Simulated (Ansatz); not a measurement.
GaN:

```
CELL_PARAMETERS angstrom
3.18000 0.00000 0.00000
-1.59000 2.75396 0.00000
0.00000 0.00000 5.16600
ATOMIC_POSITIONS crystal
Ga 0.66667 0.33333 0.50000
Ga 0.33333 0.66667 0.00000
N 0.66667 0.33333 0.87500
N 0.33333 0.66667 0.37500
```

Base run:

```yaml
Program: Ansatz 0.2.0
Functional: PBE
Potentials_or_basis: Ansatz PAW
Cutoff: 800 eV
Density_cutoff: 3200 eV
k_mesh: 10 × 10 × 5
Occupations: fermi-dirac, width 0.05 eV
Spin: no spin polarisation
```

Its results: band gap on the k mesh 1.97 eV, direct; pressure 7.3 GPa; largest force 0.137 eV/Å.

**Question.** The run is repeated on the same cell with these changes: functional from PBE to m-r2SCAN; cutoff from 800 eV to 500 eV (not typed: the program's choice for these potentials). What comes out?

**Answer.** Band gap on the k mesh 2.38 eV, direct; pressure 1.1 GPa; largest force 0.142 eV/Å.

m-r2SCAN gives the wider gap, since meta-GGAs in the generalised Kohn-Sham scheme recover part of the derivative discontinuity.

Caveats: odd divisions of the mesh miss points on the zone boundary, where band edges often lie, so the gap on the mesh can be too wide (some runs); the PAW data sets come from PBE, with cores solved anew for the run's functional, which leaves a small shift of forces and pressure (some runs).
